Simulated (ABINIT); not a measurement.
Runs of ABINIT 10.8.3 (patched build) on Al. It takes space group Im-3m (No. 229, cubic). The conventional cell has a = 3.182 Å, b = 3.182 Å, c = 3.182 Å, α = 90.00°, β = 90.00°, γ = 90.00°. Al (site symmetry m-3m) has 8 Al at 2.76 Å as nearest neighbours. This isn't the form of Al at room conditions, which is fcc.

```tsv
level	gap on the mesh (eV)	pressure (GPa)
AM05	none	1.7
BLYP	none	7.9
PW91	none	(b)
revPBE	none	(a)
WC	none	2.8
```

Alike in all rows: task single point; potentials or basis JTH PAW PBE v2.0; no spin polarisation; cell as given; k mesh 12 × 12 × 12; cutoff (eV) 490; smearing fermi-dirac 0.05 eV.

**Question.** Fill in the values left out.

**Answer.** (a) 4.5; (b) 4.3.

Caveats: the PAW data sets were made with another functional, which shifts forces and pressure a little.

A gap of «none» marks a metal or a gap under the smearing width.

Runs at the PBE level aren't shown here.
